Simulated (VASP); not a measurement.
# KI (Pm-3m) in VASP: notebook

One crystal, KI, is run at these levels: r2SCAN; tasks: single point.

Program: VASP 6.6.1. These are calculated values, not measurements. Logs are shortened: lines on timing, memory, paths and dates and some standing lists are left out, and cuts for length are marked.

**1. The crystal as given**

It takes space group Pm-3m (No. 221, cubic). Conventional cell: a = 4.291 Å, b = 4.291 Å, c = 4.291 Å, α = 90.00°, β = 90.00°, γ = 90.00°. Around I (site symmetry m-3m) lie 8 K at 3.72 Å. K (site symmetry m-3m) is surrounded by 8 I at 3.72 Å.

Measurements of this composition are mostly on another form, of space group No. 225.

**2. Single point, r2SCAN**

INCAR reads:

```
SYSTEM = KI
ADDGRID = .False.
ALGO = Normal
EDIFF = 1E-6
ENCUT = 550
ISIF = 2
ISMEAR = 0
LASPH = .True.
LCHARG = .False.
LMIXTAU = .True.
LREAL = .False.
LWAVE = .False.
METAGGA = R2SCAN
NBANDS = 15
NELM = 100
PREC = Accurate
SIGMA = 0.05
```

KPOINTS reads:

```
k-points
0
Gamma
  2 2 2
  0 0 0
```

POSCAR reads:

```
KI
1.0
    4.2911966600      0.0000000000      0.0000000000
    0.0000000000      4.2911966600      0.0000000000
    0.0000000000      0.0000000000      4.2911966600
I K
1 1
Direct
    0.5065330000      0.4906340000      0.4946390000
   -0.0062690000      0.0032140000     -0.0010130000
```

Potentials or basis: VASP PAW PBE potentials, release 64 (I, K_sv).

Run with:

```sh
cat potpaw_PBE.64/I/POTCAR potpaw_PBE.64/K_sv/POTCAR > POTCAR
mpirun -np 1 vasp_std > vasp.out
```

OUTCAR:

```text
SYSTEM = KI
   EDIFF = 1E-6
   ENCUT = 550
   ISIF = 2
   ISMEAR = 0
   LASPH = .True.
   LREAL = .False.
   METAGGA = R2SCAN
   NELM = 100
   PREC = Accurate

 Found      8 irreducible k-points:

 Following reciprocal coordinates:
            Coordinates               Weight
  0.000000  0.000000  0.000000      1.000000
  0.500000  0.000000  0.000000      1.000000
  0.000000  0.500000  0.000000      1.000000
  0.000000  0.000000  0.500000      1.000000
  0.500000  0.500000  0.000000      1.000000
  0.000000  0.500000  0.500000      1.000000
   k-points           NKPTS =      8   k-points in BZ     NKDIM =      8   number of bands    NBANDS=     15
   number of dos      NEDOS =    301   number of ions     NIONS =      2
   total plane-waves  NPLWV =  46656
   dimension x,y,z NGX =    36 NGY =   36 NGZ =   36
   dimension x,y,z NGXF=    72 NGYF=   72 NGZF=   72
   ions per type =               1   1
   NGX,Y,Z   is equivalent  to a cutoff of  13.95, 13.95, 13.95 a.u.
   NGXF,Y,Z  is equivalent  to a cutoff of  27.89, 27.89, 27.89 a.u.
 SYSTEM =  KI
   PREC   = accura    normal or accurate (medium, high low for compatibility)
   ISTART =      0    job   : 0-new  1-cont  2-samecut
   ICHARG =      2    charge: 1-file 2-atom 10-const
   ISPIN  =      1    spin polarized calculation?
   LNONCOLLINEAR =      F non collinear calculations
   LSORBIT =      F    spin-orbit coupling
   LASPH  =      T    aspherical Exc in radial PAW
   ENCUT  =  550.0 eV  40.42 Ry    6.36 a.u.   8.21  8.21  8.21*2*pi/ulx,y,z
   NELM   =    100;   NELMIN=  2; NELMDL= -5     # of ELM steps
   EDIFF  = 0.1E-05   stopping-criterion for ELM
   LREAL  =      F    real-space projection
   EDIFFG = 0.1E-04   stopping-criterion for IOM
   NSW    =      0    number of steps for IOM
   IBRION =     -1    ionic relax: 0-MD 1-quasi-New 2-CG
   NFREE  =      0    steps in history (QN), initial steepest desc. (CG)
   ISIF   =      2    stress and relaxation
   ISYM   =      2    0-nonsym 1-usesym 2-fastsym
   POTIM  = 0.5000    time-step for ionic-motion
   TEBEG  =    0.0;   TEEND  =   0.0 temperature during run
   PSTRESS=    0.0 pullay stress
   NELECT =      16.0000    total number of electrons
   NUPDOWN=      -1.0000    fix difference up-down
   EMIN   =  10.00;   EMAX   =-10.00  energy-range for DOS
   EFERMI =   0.00;   METHOD = LEGACY
   ISMEAR =     0;   SIGMA  =   0.05  broadening in eV -4-tet -1-fermi 0-gaus
   EFERMI_NEDOS =   21; number of points for ismear=-14 and -15
   IALGO  =     38    algorithm
   IMIX   =      4    mixing-type and parameters
     AMIX     =   0.40;   BMIX     =  1.00
     AMIX_MAG =   1.60;   BMIX_MAG =  1.00
  volume/ion in A,a.u.               =      39.51       266.63
  Fermi-wavevector in a.u.,A,eV,Ry     =   0.961324  1.816639 12.573738  0.924144
  Thomas-Fermi vector in A             =   2.090686
   LORBIT       =      0    0 simple, 1 ext, 2 COOP (PROOUT), +10 PAW based schemes
   METAGGA = R2SCAN    functional components
   LHFCALC =     F    Hartree Fock is set to
   AEXX    =    0.0000 exact exchange contribution
   IVDW    =     0    specifies the selected vdW correction
   LEPSILON=     F    determine dielectric tensor
   LRPA    =     F    only Hartree local field effects (RPA)
 non-spin polarized calculation
 Gauss-broadening in eV      SIGMA  =   0.05
  energy-cutoff  :      550.00
  volume of cell :       79.02
 maximum number of plane-waves:      2360
 NGX is ok and might be reduce to    36
   NGX = 17   NGY = 17   NGZ = 17

 number of electron      15.9999999 magnetization

 Free energy of the ion-electron system (eV)
  ---------------------------------------------------
  ext. energy  EPLUGINS =         0.00000000
  ---------------------------------------------------
  free energy    TOTEN  =       -33.47453598 eV

  energy without entropy =      -33.47453598  energy(sigma->0) =      -33.47453598

 E-fermi :   0.9984     XC(G=0):  -7.9956

 val. band max:        0.7325753295   @ k =   0.0000   0.5000   0.5000
 cond. band min:       4.6707283287   @ k =   0.0000   0.0000   0.0000
 fundamental gap:      3.9381529993
 Fermi energy:         0.9983936662

 k-point     1 :       0.0000    0.0000    0.0000
  band No.  band energies     occupation
      1     -30.0887      2.00000
      2     -12.7691      2.00000
      3     -12.7685      2.00000
      4     -12.7684      2.00000
      5     -10.7188      2.00000
      6       0.3547      2.00000
      7       0.3554      2.00000
      8       0.3561      2.00000
      9       4.6707      0.00000
     10       5.8720      0.00000
     11       5.8773      0.00000
     12       9.6500      0.00000
     13       9.6560      0.00000
     14       9.6572      0.00000
     15      11.7560      0.00000

 k-point     2 :       0.5000    0.0000    0.0000
  band No.  band energies     occupation
      1     -30.0843      2.00000
      2     -12.9183      2.00000
      3     -12.7576      2.00000
      4     -12.7573      2.00000
      5     -10.4080      2.00000
      6      -1.6045      2.00000
      7       0.4371      2.00000
      8       0.4388      2.00000
      9       6.7902      0.00000
     10       7.2718      0.00000
     11       8.3128      0.00000
     12       8.3876      0.00000
     13       9.9063      0.00000
     14       9.9250      0.00000
     15      10.0485      0.00000

 k-point     3 :       0.0000    0.5000    0.0000
  band No.  band energies     occupation
      1     -30.0843      2.00000
      2     -12.9183      2.00000
      3     -12.7576      2.00000
      4     -12.7573      2.00000
      5     -10.4080      2.00000
      6      -1.6044      2.00000
      7       0.4371      2.00000
      8       0.4388      2.00000
      9       6.7901      0.00000
     10       7.2719      0.00000
     11       8.3121      0.00000
     12       8.3874      0.00000
     13       9.9072      0.00000
     14       9.9266      0.00000
     15      10.0473      0.00000

 k-point     4 :       0.0000    0.0000    0.5000
  band No.  band energies     occupation
      1     -30.0843      2.00000
      2     -12.9183      2.00000
      3     -12.7577      2.00000
      4     -12.7576      2.00000
      5     -10.4077      2.00000
      6      -1.6048      2.00000
      7       0.4375      2.00000
      8       0.4389      2.00000
      9       6.7879      0.00000
     10       7.2750      0.00000
     11       8.2971      0.00000
     12       8.3817      0.00000
     13       9.9486      0.00000
     14       9.9700      0.00000
     15      10.0303      0.00000

 k-point     5 :       0.5000    0.5000    0.0000
  band No.  band energies     occupation
      1     -30.0801      2.00000
      2     -12.8485      2.00000
      3     -12.8476      2.00000
      4     -12.7492      2.00000
      5     -10.3384      2.00000
      6      -1.0340      2.00000
      7      -1.0340      2.00000
      8       0.7318      2.00000
      9       5.0399      0.00000
     10       6.9967      0.00000
     11       7.9967      0.00000
     12       8.0014      0.00000
     13      10.3865      0.00000
     14      10.3999      0.00000
     15      10.7168      0.00000

 k-point     6 :       0.0000    0.5000    0.5000
  band No.  band energies     occupation
      1     -30.0801      2.00000
      2     -12.8479      2.00000
      3     -12.8476      2.00000
      4     -12.7495      2.00000
      5     -10.3389      2.00000
      6      -1.0345      2.00000
      7      -1.0339      2.00000
      8       0.7326      2.00000
      9       5.0409      0.00000
     10       7.0000      0.00000
     11       7.9982      0.00000
     12       8.0004      0.00000
     13      10.3953      0.00000
     14      10.4005      0.00000
     15      10.7116      0.00000

 [... further k-points ...]

------------------------ aborting loop because EDIFF is reached ----------------------------------------

  FORCE on cell =-STRESS in cart. coord.  units (eV):
  Direction    XX          YY          ZZ          XY          YZ          ZX
  --------------------------------------------------------------------------------------
  -------------------------------------------------------------------------------------
  Total        0.8896516      0.8898281      0.8904481     -0.0115757      0.0039681     -0.0040278
  in kB       18.0382860     18.0418663     18.0544367     -0.2347043      0.0804563     -0.0816673
  external PRESSURE =      18.0448630 kB  Pullay stress =       0.0000000 kB

 VOLUME and BASIS-vectors are now :
 -----------------------------------------------------------------------------
  energy-cutoff  :      550.00
  volume of cell :       79.02
      direct lattice vectors                 reciprocal lattice vectors
     4.291196660  0.000000000  0.000000000     0.233035230  0.000000000  0.000000000
     0.000000000  4.291196660  0.000000000     0.000000000  0.233035230  0.000000000
     0.000000000  0.000000000  4.291196660     0.000000000  0.000000000  0.233035230

 POSITION                                       TOTAL-FORCE (eV/Angst)
 -----------------------------------------------------------------------------------
      2.17363      2.10541      2.12259        -0.024216      0.023573      0.008437
      4.26430      0.01379      4.28685         0.024216     -0.023573     -0.008437
 -----------------------------------------------------------------------------------
    total drift:                               -0.000033     -0.000269      0.000541

  FREE ENERGIE OF THE ION-ELECTRON SYSTEM (eV)
  ---------------------------------------------------
  free  energy   TOTEN  =       -33.4745359847 eV

  energy  without entropy=      -33.4745359847  energy(sigma->0) =      -33.47453598
```

Wall time 49 s (1 thread of Intel Xeon Platinum 8259CL at 2.50GHz (Skylake/Cascade Lake), shared host); peak memory 0.22 GiB.

These settings aren't checked as converged: the numbers below hold their error.

What came out:

| Item | Value |
| --- | --- |
| Free energy | -33.4745 eV |
| Pressure | 1.8 GPa |
| Largest force | 0.035 eV/Å |
| Band gap on the k mesh | 3.94 eV, indirect (least direct gap 4.31 eV) |

Caveat: the k mesh is coarse (spacing up to 0.73 Å⁻¹), so the values aren't converged; the PAW data sets were made with another functional, which shifts forces and pressure a little; spin-orbit coupling is left out, which moves the levels of the heavy elements.

[end of part 1 of 2]
